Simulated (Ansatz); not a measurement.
ZnS:

```
Zn S
1.0
     0.00000    2.70200    2.70200
     2.70200    0.00000    2.70200
     2.70200    2.70200    0.00000
Zn S
1 1
Direct
  0.75000 0.75000 0.75000
  0.00000 0.00000 0.00000
```

```yaml
Program: Ansatz 0.2.0
Task: single point
Functional: PBE
Potentials_or_basis: Ansatz PAW
Cutoff: "420 eV (not typed: the program's choice for these potentials)"
k_mesh: 9 × 9 × 9
Occupations: fermi-dirac, width 0.05 eV
Spin: no spin polarisation
```

On this cell: pressure 1.6 GPa; largest force zero by symmetry; band gap on the k mesh 2.11 eV, direct.

The same run follows on a disturbed copy (atoms moved at random, drawn with an rms of 0.05 Å):

```
Zn S
1.0
     0.00000    2.70200    2.70200
     2.70200    0.00000    2.70200
     2.70200    2.70200    0.00000
Zn S
1 1
Direct
  0.73972 0.74373 0.74780
  0.99096 0.01185 0.98815
```

What does the disturbed cell give?

The energy moves by +5.8 meV/atom; pressure 1.7 GPa; largest force 0.389 eV/Å; band gap on the k mesh 2.07 eV, direct.

Forces on the atoms (eV/Å):
```
Zn   0.162 -0.161  0.315
S   -0.162  0.161 -0.315
```

Stress tensor (GPa, compression positive):
```
 1.76 -1.26  0.63
-1.26  1.76 -0.64
 0.63 -0.64  1.68
```

Caveats: odd divisions of the mesh miss points on the zone boundary, where band edges often lie, so the gap on the mesh can be too wide.

